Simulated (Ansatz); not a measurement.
Geometry optimisation in Ansatz: input, command and trajectory.

```yaml
crystal:
  lattice:
    - [2.9980503128, 0.0, 0.0]
    - [-1.4990251564, 2.5963877327, 0.0]
    - [0.0, 0.0, 17.0881512244]
  atoms:
    - { symbol: W, position: [0.6666666667, 0.3333333333, 0.6597259989] }
    - { symbol: W, position: [0.3333333333, 0.6666666667, 0.9840382996] }
    - { symbol: W, position: [0.3333333333, 0.6666666667, 0.3354136982] }
    - { symbol: S, position: [0.6666666667, 0.3333333333, 1.0732499546] }
    - { symbol: S, position: [0.6666666667, 0.3333333333, 0.4248372568] }
    - { symbol: S, position: [0.3333333333, 0.6666666667, 0.7490971738] }
    - { symbol: S, position: [0.6666666667, 0.3333333333, 0.894614741] }
    - { symbol: S, position: [0.6666666667, 0.3333333333, 0.2462020431] }
    - { symbol: S, position: [0.3333333333, 0.6666666667, 0.5703548239] }
basis:
  ecutwfc: 500
kpoints:
  mp_grid: { grid: [12, 12, 2] }
hamiltonian:
  xc: r2scan
scf:
  occupations: { method: gaussian, width: 0.02 }
output:
  forces: true
  stress: true
  eigenvalues: true
  write_density: true
  write_potential: true
  elf: true
  volumetric_format: npy
relax:
  adjacent_minimum: "off"
  f_tol: 0.008
  max_steps: 50
  cell: { stress_tol: 0.08, p_target: 30.0 }
```

```bash
ansatz run input.yaml --threads 2 --pin off --max-ram 5120MiB --backend cpu --events-out ev --progress --plain --runs-dir out
```

Method: DFT r2SCAN, scalar-relativistic, plane waves, PAW (Ansatz).

Of 6 frames 5 are shown, positions in Å and forces in eV/Å; the SCF threshold varies from step to step. Steps run on the plane waves of an earlier cell, with a Pulay correction in the pressure. The basis is chosen afresh for the last frame, the zero of the energies, and at times for earlier ones too; energy and pressure step there, also at an unchanged geometry. The relaxation lowers the enthalpy F + PV at the target pressure, so the free energy itself can rise. The mark taken_back stands on steps that the optimiser undid.

```xyz
9
Lattice="2.9981 0.0000 0.0000 -1.4990 2.5964 0.0000 0.0000 0.0000 17.0882" Properties=species:S:1:pos:R:3:forces:R:3 pbc="T T T" step=1 free_energy_over_end_meV_per_atom=15.88 pressure_GPa=37.26
W     1.4990    0.8655   11.2735    0.0000    0.0000    0.0000
W     0.0000    1.7309   16.8154    0.0000    0.0000    0.0129
W     0.0000    1.7309    5.7316    0.0000    0.0000   -0.0129
S     1.4990    0.8655   18.3399    0.0000    0.0000    1.6425
S     1.4990    0.8655    7.2597    0.0000    0.0000    1.6558
S     0.0000    1.7309   12.8007    0.0000    0.0000    1.6514
S     1.4990    0.8655   15.2873    0.0000    0.0000   -1.6558
S     1.4990    0.8655    4.2071    0.0000    0.0000   -1.6425
S     0.0000    1.7309    9.7463    0.0000    0.0000   -1.6514
9
Lattice="2.9888 0.0000 0.0000 -1.4944 2.5884 0.0000 0.0000 0.0000 16.2546" Properties=species:S:1:pos:R:3:forces:R:3 pbc="T T T" step=2 free_energy_over_end_meV_per_atom=189.76 pressure_GPa=36.46 taken_back
W     1.4944    0.8628   10.7236    0.0000    0.0000    0.0000
W     0.0000    1.7256   16.0096    0.0000    0.0000    0.1362
W     0.0000    1.7256    5.4375    0.0000    0.0000   -0.1362
S     1.4944    0.8628   17.5978    0.0000    0.0000   -1.7645
S     1.4944    0.8628    7.0298    0.0000    0.0000   -0.9705
S     0.0000    1.7256   12.3142    0.0000    0.0000   -1.0024
S     1.4944    0.8628   14.4173    0.0000    0.0000    0.9705
S     1.4944    0.8628    3.8493    0.0000    0.0000    1.7645
S     0.0000    1.7256    9.1330    0.0000    0.0000    1.0024
9
Lattice="3.0067 0.0000 0.0000 -1.5033 2.6039 0.0000 0.0000 0.0000 17.0284" Properties=species:S:1:pos:R:3:forces:R:3 pbc="T T T" step=3 free_energy_over_end_meV_per_atom=-20.00 pressure_GPa=27.75
W     1.5033    0.8680   11.2341    0.0000    0.0000    0.0000
W     0.0000    1.7359   16.7387    0.0000    0.0000    0.0206
W     0.0000    1.7359    5.7295    0.0000    0.0000   -0.0206
S     1.5033    0.8680   18.3165    0.0000    0.0000   -0.0663
S     1.5033    0.8680    7.3145    0.0000    0.0000   -0.2000
S     0.0000    1.7359   12.8171    0.0000    0.0000   -0.1948
S     1.5033    0.8680   15.1537    0.0000    0.0000    0.2000
S     1.5033    0.8680    4.1517    0.0000    0.0000    0.0663
S     0.0000    1.7359    9.6511    0.0000    0.0000    0.1948
9
Lattice="3.0048 0.0000 0.0000 -1.5024 2.6022 0.0000 0.0000 0.0000 16.9311" Properties=species:S:1:pos:R:3:forces:R:3 pbc="T T T" step=4 free_energy_over_end_meV_per_atom=-1.99 pressure_GPa=29.79
W     1.5024    0.8674   11.1699    0.0000    0.0000    0.0000
W     0.0000    1.7348   16.6570    0.0000    0.0000   -0.0114
W     0.0000    1.7348    5.6827    0.0000    0.0000    0.0114
S     1.5024    0.8674   18.2267    0.0000    0.0000   -0.0088
S     1.5024    0.8674    7.2602    0.0000    0.0000   -0.0163
S     0.0000    1.7348   12.7455    0.0000    0.0000   -0.0175
S     1.5024    0.8674   15.0795    0.0000    0.0000    0.0163
S     1.5024    0.8674    4.1131    0.0000    0.0000    0.0088
S     0.0000    1.7348    9.5942    0.0000    0.0000    0.0175
9
Lattice="3.0047 0.0000 0.0000 -1.5023 2.6021 0.0000 0.0000 0.0000 16.9199" Properties=species:S:1:pos:R:3:forces:R:3 pbc="T T T" step=6 free_energy_over_end_meV_per_atom=0.00 pressure_GPa=30.00
W     1.5023    0.8674   11.1625    0.0000    0.0000    0.0000
W     0.0000    1.7347   16.6454    0.0000    0.0000    0.0002
W     0.0000    1.7347    5.6797    0.0000    0.0000   -0.0002
S     1.5023    0.8674   18.2145    0.0000    0.0000    0.0008
S     1.5023    0.8674    7.2562    0.0000    0.0000    0.0004
S     0.0000    1.7347   12.7372    0.0000    0.0000   -0.0002
S     1.5023    0.8674   15.0689    0.0000    0.0000   -0.0004
S     1.5023    0.8674    4.1105    0.0000    0.0000   -0.0008
S     0.0000    1.7347    9.5879    0.0000    0.0000    0.0002
```

The run took 2.3 min on 2 threads of Oxide Virtual Turin-like Processor (Zen 5), on a shared host, peak memory 0.78 GiB.

Spin–orbit coupling is left out, which can shift energies with elements as heavy as these. The cell holds layers, and r2SCAN describes their binding at middle range but leaves out its long-range dispersion part.